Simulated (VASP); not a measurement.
# BaTe (Pm-3m) in VASP: further runs

One crystal, BaTe, is run at these levels: HSE06; tasks: single point.

All numbers are computed with VASP 6.6.1; they aren't measurements. Logs are shortened: lines on timing, memory, paths and dates and some standing lists are left out, and cuts for length are marked.

## Step 1: The crystal as given

The structure is cubic, space group Pm-3m (No. 221). The conventional cell has a = 4.262 Å, b = 4.262 Å, c = 4.262 Å, α = 90.00°, β = 90.00°, γ = 90.00°. Around Ba (site symmetry m-3m) lie 8 Te at 3.69 Å. Te (site symmetry m-3m) has 8 Ba at 3.69 Å as nearest neighbours.

The cell comes from a database or a generator and needn't be the stable form of this composition.

## Step 2: Single point, HSE06, non-collinear spin, zero start, spin-orbit coupling

Contents of POSCAR:

```
BaTe
1.0
    4.2624660000      0.0000000000      0.0000000000
    0.0000000000      4.2624660000      0.0000000000
    0.0000000000      0.0000000000      4.2624660000
Ba Te
1 1
Direct
    0.0000000000      0.0000000000      0.0000000000
    0.5000000000      0.5000000000      0.5000000000
```

Contents of INCAR.step1:

```
SYSTEM = BaTe
PREC = Accurate
ENCUT = 520
EDIFF = 1E-5
ISMEAR = 0
SIGMA = 0.02
LREAL = .False.
LASPH = .True.
NELM = 80
ALGO = Normal
ISIF = 2
LWAVE = .True.
MAGMOM = 0 0 0 0 0 0
LORBIT = 11
LSORBIT = .True.
GGA_COMPAT = .False.
GGA = PE
```

Contents of INCAR.step2:

```
SYSTEM = BaTe
PREC = Accurate
ENCUT = 520
EDIFF = 1E-6
ISMEAR = 0
SIGMA = 0.02
LREAL = .False.
LASPH = .True.
NELM = 80
ALGO = Normal
ISIF = 2
LWAVE = .False.
LCHARG = .True.
MAGMOM = 0 0 0 0 0 0
LORBIT = 11
LSORBIT = .True.
GGA_COMPAT = .False.
GGA = PE
LHFCALC = .True.
HFSCREEN = 0.2
PRECFOCK = Fast
LVHAR = .True.
ISTART = 1
```

Contents of KPOINTS:

```
regular mesh
0
Gamma
  4 4 4
  0 0 0
```

Potentials or basis: VASP PAW PBE potentials, release 64 (Ba_sv, Te).

Command:

```
$ cat potpaw_PBE.64/Ba_sv/POTCAR potpaw_PBE.64/Te/POTCAR > POTCAR
$ cp INCAR.step1 INCAR
$ mpirun -np 1 vasp_ncl > vasp.out
$ cp INCAR.step2 INCAR
$ mpirun -np 1 vasp_ncl > vasp.out
```

OUTCAR:

```text
SYSTEM = BaTe
   PREC = Accurate
   ENCUT = 520
   EDIFF = 1E-6
   ISMEAR = 0
   LREAL = .False.
   LASPH = .True.
   NELM = 80
   ISIF = 2
   LORBIT = 11
   LSORBIT = .True.
   GGA = PE
   LHFCALC = .True.
   HFSCREEN = 0.2
   PRECFOCK = Fast
   ISTART = 1

 ion  position               nearest neighbor table
   1  0.000  0.000  0.000-   2 3.69   2 3.69   2 3.69   2 3.69   2 3.69   2 3.69   2 3.69   2 3.69

   2  0.500  0.500  0.500-   1 3.69   1 3.69   1 3.69   1 3.69   1 3.69   1 3.69   1 3.69   1 3.69

  LATTYP: Found a simple cubic cell.
 ALAT       =     4.2624660000

  Lattice vectors:

 A1 = (   4.2624660000,   0.0000000000,   0.0000000000)
 A2 = (   0.0000000000,   4.2624660000,   0.0000000000)
 A3 = (   0.0000000000,   0.0000000000,   4.2624660000)

Analysis of symmetry for initial positions (statically):
=====================================================================
 Subroutine PRICEL returns:
 Original cell was already a primitive cell.

 Routine SETGRP: Setting up the symmetry group for a
 simple cubic supercell.

 Subroutine GETGRP returns: Found 48 space group operations
 (whereof 48 operations were pure point group operations)
 out of a pool of 48 trial point group operations.

The static configuration has the point symmetry O_h .

Analysis of symmetry for dynamics (positions and initial velocities):
=====================================================================
 Subroutine PRICEL returns:
 Original cell was already a primitive cell.

 Routine SETGRP: Setting up the symmetry group for a
 simple cubic supercell.

 Subroutine GETGRP returns: Found 48 space group operations
 (whereof 48 operations were pure point group operations)
 out of a pool of 48 trial point group operations.

The dynamic configuration has the point symmetry O_h .

Analysis of structural, dynamic, and magnetic symmetry:
=====================================================================
 Subroutine PRICEL returns:
 Original cell was already a primitive cell.

 Routine SETGRP: Setting up the symmetry group for a
 simple cubic supercell.

 Subroutine GETGRP returns: Found 48 space group operations
 (whereof 48 operations were pure point group operations)
 out of a pool of 48 trial point group operations.

The overall configuration has the point symmetry O_h .

 Subroutine INISYM returns: Found 48 space group operations
 (whereof 48 operations are pure point group operations),
 and found     1 'primitive' translations

----------------------------------------------------------------------------------------

                                     Primitive cell

  volume of cell :      77.4431

  direct lattice vectors                    reciprocal lattice vectors
     4.262466000  0.000000000  0.000000000     0.234605977  0.000000000  0.000000000
     0.000000000  4.262466000  0.000000000     0.000000000  0.234605977  0.000000000
     0.000000000  0.000000000  4.262466000     0.000000000  0.000000000  0.234605977

  length of vectors
     4.262466000  4.262466000  4.262466000     0.234605977  0.234605977  0.234605977

  position of ions in fractional coordinates (direct lattice)
     0.000000000  0.000000000  0.000000000
     0.500000000  0.500000000  0.500000000

  ion indices of the primitive-cell ions
   primitive index   ion index
                 1           1
                 2           2

----------------------------------------------------------------------------------------

 KPOINTS: regular mesh

Automatic generation of k-mesh.
 Grid dimensions read from file:
 generate k-points for:    4    4    4

 Generating k-lattice:

  Cartesian coordinates                     Fractional coordinates (reciprocal lattice)
     0.058651494  0.000000000  0.000000000     0.250000000  0.000000000  0.000000000
     0.000000000  0.058651494  0.000000000     0.000000000  0.250000000  0.000000000
     0.000000000  0.000000000  0.058651494     0.000000000  0.000000000  0.250000000

  Length of vectors
     0.058651494  0.058651494  0.058651494

  Shift w.r.t. Gamma in fractional coordinates (k-lattice)
     0.000000000  0.000000000  0.000000000

 Subroutine IBZKPT returns following result:
[... 29 lines left out ...]
   LNONCOLLINEAR =      T non collinear calculations
   LSORBIT =      T    spin-orbit coupling
   LASPH  =      T    aspherical Exc in radial PAW
   ENCUT  =  520.0 eV  38.22 Ry    6.18 a.u.   7.93  7.93  7.93*2*pi/ulx,y,z
   NELM   =     80;   NELMIN=  2; NELMDL=  0     # of ELM steps
   EDIFF  = 0.1E-05   stopping-criterion for ELM
   LREAL  =      F    real-space projection
   EDIFFG = 0.1E-04   stopping-criterion for IOM
   NSW    =      0    number of steps for IOM
   IBRION =     -1    ionic relax: 0-MD 1-quasi-New 2-CG
   NFREE  =      0    steps in history (QN), initial steepest desc. (CG)
   ISIF   =      2    stress and relaxation
   ISYM   =      3    0-nonsym 1-usesym 2-fastsym
   POTIM  = 0.5000    time-step for ionic-motion
   TEBEG  =    0.0;   TEEND  =   0.0 temperature during run
   PSTRESS=    0.0 pullay stress
   NELECT =      16.0000    total number of electrons
   NUPDOWN=      -1.0000    fix difference up-down
   EMIN   =  10.00;   EMAX   =-10.00  energy-range for DOS
   EFERMI =   0.00;   METHOD = LEGACY
   ISMEAR =     0;   SIGMA  =   0.02  broadening in eV -4-tet -1-fermi 0-gaus
   EFERMI_NEDOS =   21; number of points for ismear=-14 and -15
   IALGO  =     38    algorithm
   IMIX   =      1    mixing-type and parameters
     AMIX     =   0.40;   BMIX     =  1.00
     AMIX_MAG =   1.60;   BMIX_MAG =  1.00
  volume/ion in A,a.u.               =      38.72       261.31
  Fermi-wavevector in a.u.,A,eV,Ry     =   0.967804  1.828884 12.743813  0.936644
  Thomas-Fermi vector in A             =   2.097720
   LORBIT       =     11    0 simple, 1 ext, 2 COOP (PROOUT), +10 PAW based schemes
   GGA     = PE    functional components
   LHFCALC =     T    Hartree Fock is set to
   PRECFOCK=fast      Normal, Fast or Accurate (Low or Medium for compatibility)
   ENCUT4O =  -1.0   cutoff for four orbital integrals eV
   NKREDX  =     1    reduce k-point grid by
   NKREDY  =     1    reduce k-point grid by
   NKREDZ  =     1    reduce k-point grid by
   AEXX    =    0.2500 exact exchange contribution
   HFSCREEN=    0.2000 screening length (either q_TF or 0.3 A-1)
   HFSCREENC=   0.2000 screening length for correlation (either q_TF or 0.3 A-1)
   ENCUTFOCK=  -1.0 apply spherical cutoff to Coloumb kernel
   IVDW    =     0    specifies the selected vdW correction
   LEPSILON=     F    determine dielectric tensor
   LRPA    =     F    only Hartree local field effects (RPA)
 Gauss-broadening in eV      SIGMA  =   0.02
  energy-cutoff  :      520.00
  volume of cell :       77.44
 maximum number of plane-waves:      4352
 NGX is ok and might be reduce to    32
  NGX = 18; NGY = 18; NGZ = 18

 number of electron      16.0000000 magnetization       0.0000008      0.0000004     -0.0000002

 number of electron      16.0000000 magnetization      -0.0000002     -0.0000003      0.0000000

 number of electron      16.0000000 magnetization       0.0000000      0.0000000      0.0000000

 number of electron      16.0000000 magnetization      -0.0000000     -0.0000000     -0.0000000

 Free energy of the ion-electron system (eV)
  ---------------------------------------------------
  ext. energy  EPLUGINS =         0.00000000
  ---------------------------------------------------
  free energy    TOTEN  =        -9.72515246 eV

  energy without entropy =       -9.72515246  energy(sigma->0) =       -9.72515246

 E-fermi :   3.4964     XC(G=0):  -7.3275

 val. band max:        3.4111324619   @ k =   0.5000   0.5000   0.0000
 cond. band min:       4.8568599296   @ k =   0.0000   0.0000   0.0000
 fundamental gap:      1.4457274677
 Fermi energy:         3.4964023158

 k-point     1 :       0.0000    0.0000    0.0000
  band No.  band energies     occupation
      1     -26.7952      1.00000
      2     -26.7952      1.00000
      3     -12.1600      1.00000
      4     -12.1600      1.00000
      5     -10.1162      1.00000
      6     -10.1162      1.00000
[... 259 lines left out ...]
     23      10.4829      0.00000
     24      10.4829      0.00000

------------------------ aborting loop because EDIFF is reached ----------------------------------------

  FORCE on cell =-STRESS in cart. coord.  units (eV):
  Direction    XX          YY          ZZ          XY          YZ          ZX
  --------------------------------------------------------------------------------------
  -------------------------------------------------------------------------------------
  Total       -0.1860809     -0.1860809     -0.1860809      0.0000000      0.0000000     -0.0000000
  in kB       -3.8497250     -3.8497250     -3.8497250      0.0000000      0.0000000     -0.0000000
  external PRESSURE =      -3.8497250 kB  Pullay stress =       0.0000000 kB

 VOLUME and BASIS-vectors are now :
 -----------------------------------------------------------------------------
  energy-cutoff  :      520.00
  volume of cell :       77.44
      direct lattice vectors                 reciprocal lattice vectors
     4.262466000  0.000000000  0.000000000     0.234605977  0.000000000  0.000000000
     0.000000000  4.262466000  0.000000000     0.000000000  0.234605977  0.000000000
     0.000000000  0.000000000  4.262466000     0.000000000  0.000000000  0.234605977

 POSITION                                       TOTAL-FORCE (eV/Angst)
 -----------------------------------------------------------------------------------
      0.00000      0.00000      0.00000         0.000000      0.000000      0.000000
      2.13123      2.13123      2.13123         0.000000      0.000000      0.000000
 -----------------------------------------------------------------------------------
    total drift:                                0.000000      0.000000      0.000000

  FREE ENERGIE OF THE ION-ELECTRON SYSTEM (eV)
  ---------------------------------------------------
  free  energy   TOTEN  =        -9.7251524593 eV

  energy  without entropy=       -9.7251524593  energy(sigma->0) =       -9.72515246

 Spin-Orbit-Coupling matrix elements

 Ion:    1  E_soc:     -0.3876982
 l=   1
     0.0000000    -0.0642841    -0.0642841
    -0.0642841     0.0000000    -0.0642841
    -0.0642841    -0.0642841     0.0000000
 l=   2
     0.0000000    -0.0000539     0.0000000    -0.0000539    -0.0002784
    -0.0000539     0.0000000    -0.0002088    -0.0000539    -0.0000696
     0.0000000    -0.0002088     0.0000000    -0.0002088     0.0000000
    -0.0000539    -0.0000539    -0.0002088     0.0000000    -0.0000696
    -0.0002784    -0.0000696     0.0000000    -0.0000696     0.0000000
 l=   3
     0.0000000     0.0000000     0.0000000     0.0000000     0.0000000     0.0000000     0.0000000
     0.0000000     0.0000000     0.0000000     0.0000000     0.0000000     0.0000000     0.0000000
     0.0000000     0.0000000     0.0000000     0.0000000     0.0000000     0.0000000     0.0000000
     0.0000000     0.0000000     0.0000000     0.0000000     0.0000000     0.0000000     0.0000000
     0.0000000     0.0000000     0.0000000     0.0000000     0.0000000     0.0000000     0.0000000
     0.0000000     0.0000000     0.0000000     0.0000000     0.0000000     0.0000000     0.0000000
     0.0000000     0.0000000     0.0000000     0.0000000     0.0000000     0.0000000     0.0000000

 Ion:    2  E_soc:     -0.1770012
 l=   1
     0.0000000    -0.0294856    -0.0294856
    -0.0294856     0.0000000    -0.0294856
    -0.0294856    -0.0294856     0.0000000
 l=   2
     0.0000000     0.0000004     0.0000000     0.0000004    -0.0000150
     0.0000004     0.0000000    -0.0000113     0.0000004    -0.0000038
     0.0000000    -0.0000113     0.0000000    -0.0000113     0.0000000
     0.0000004     0.0000004    -0.0000113     0.0000000    -0.0000038
    -0.0000150    -0.0000038     0.0000000    -0.0000038     0.0000000
 l=   3
     0.0000000     0.0000000     0.0000000     0.0000000     0.0000000     0.0000000     0.0000000
     0.0000000     0.0000000     0.0000000     0.0000000     0.0000000     0.0000000     0.0000000
     0.0000000     0.0000000     0.0000000     0.0000000     0.0000000     0.0000000     0.0000000
     0.0000000     0.0000000     0.0000000     0.0000000     0.0000000     0.0000000     0.0000000
     0.0000000     0.0000000     0.0000000     0.0000000     0.0000000     0.0000000     0.0000000
     0.0000000     0.0000000     0.0000000     0.0000000     0.0000000     0.0000000     0.0000000
     0.0000000     0.0000000     0.0000000     0.0000000     0.0000000     0.0000000     0.0000000

 total charge

# of ion       s       p       d       tot
------------------------------------------
    1        2.003   5.602   0.228   7.833
    2        1.304   2.262   0.005   3.571
--------------------------------------------------
tot          3.307   7.864   0.232  11.404

 magnetization (x)

# of ion       s       p       d       tot
------------------------------------------
    1       -0.000   0.000   0.000  -0.000
    2        0.000   0.000  -0.000   0.000
--------------------------------------------------
tot         -0.000   0.000  -0.000   0.000

 magnetization (y)

# of ion       s       p       d       tot
------------------------------------------
    1        0.000   0.000   0.000   0.000
    2        0.000   0.000   0.000   0.000
--------------------------------------------------
tot          0.000   0.000   0.000   0.000

 magnetization (z)

# of ion       s       p       d       tot
------------------------------------------
    1        0.000   0.000   0.000   0.000
    2        0.000   0.000   0.000   0.000
--------------------------------------------------
tot          0.000   0.000   0.000   0.000
```

Run time: 28 min. Hardware: 1 thread of Intel Xeon Platinum 8488C (Sapphire Rapids), shared host; peak memory 0.42 GiB.

Results:

```
Free energy                                           : -9.7252 eV
Pressure                                              : -0.4 GPa
Net moment                                            : 0.00 μB per cell
Valence electrons inside the program's atomic spheres : Ba 7.83; Te 3.57
```

Moments on the atoms (μB; x, y, z):
```
Ba  0.00 0.00 0.00
Te  0.00 0.00 0.00
```

Caveat: the k mesh is coarse (spacing up to 0.37 Å⁻¹), so the values aren't converged, least of all with exact exchange; the PAW data sets were made with another functional, which shifts forces and pressure a little.

## Step 3: Single point, HSE06

POSCAR is that of step 2.

Edit INCAR.step1 of step 2 so:

```diff
@@ -12,6 +12,2 @@
 LWAVE = .True.
-MAGMOM = 0 0 0 0 0 0
-LORBIT = 11
-LSORBIT = .True.
-GGA_COMPAT = .False.
 GGA = PE
```

Edit INCAR.step2 of step 2 so:

```diff
@@ -13,6 +13,2 @@
 LCHARG = .True.
-MAGMOM = 0 0 0 0 0 0
-LORBIT = 11
-LSORBIT = .True.
-GGA_COMPAT = .False.
 GGA = PE
@@ -21,2 +17,3 @@
 PRECFOCK = Fast
+LELF = .True.
 LVHAR = .True.
```

KPOINTS is that of step 2.

Potentials or basis: VASP PAW PBE potentials, release 64 (Ba_sv, Te).

Command:

```
$ cat potpaw_PBE.64/Ba_sv/POTCAR potpaw_PBE.64/Te/POTCAR > POTCAR
$ cp INCAR.step1 INCAR
$ mpirun -np 1 vasp_std > vasp.out
$ cp INCAR.step2 INCAR
$ mpirun -np 1 vasp_std > vasp.out
```

It took 3.1 min on 1 thread of Intel Xeon Platinum 8488C (Sapphire Rapids), shared host; peak memory 0.28 GiB.

It converged, with:

```
Free energy            : -9.4443 eV
Pressure               : -0.4 GPa
Band gap on the k mesh : 1.48 eV, indirect (least direct gap 1.68 eV)
```

Levels at points of the mesh, in eV from the valence-band top:
| k point | band 4 | band 5 | band 6 | band 7 | band 8 | band 9 | band 10 | band 11 | band 12 |
| --- | --- | --- | --- | --- | --- | --- | --- | --- | --- |
| (0.00, 0.00, 0.00) | -14.14 | -11.31 | -0.43 | -0.43 | -0.43 | 1.48 | 1.48 | 3.07 | 5.48 |
| (0.50, 0.00, 0.00) | -14.09 | -10.45 | -3.68 | -0.91 | -0.91 | 2.41 | 5.58 | 5.70 | 5.92 |
| (0.50, 0.50, 0.00) | -14.05 | -10.68 | -2.27 | -2.27 | 0.00 | 1.68 | 3.27 | 3.71 | 3.71 |
| (0.50, 0.50, 0.50) | -14.41 | -10.25 | -3.15 | -3.15 | -3.15 | 5.49 | 5.49 | 5.49 | 7.35 |

Caveat: the PAW data sets were made with another functional, which shifts forces and pressure a little; spin-orbit coupling is left out, which moves the levels of the heavy elements.
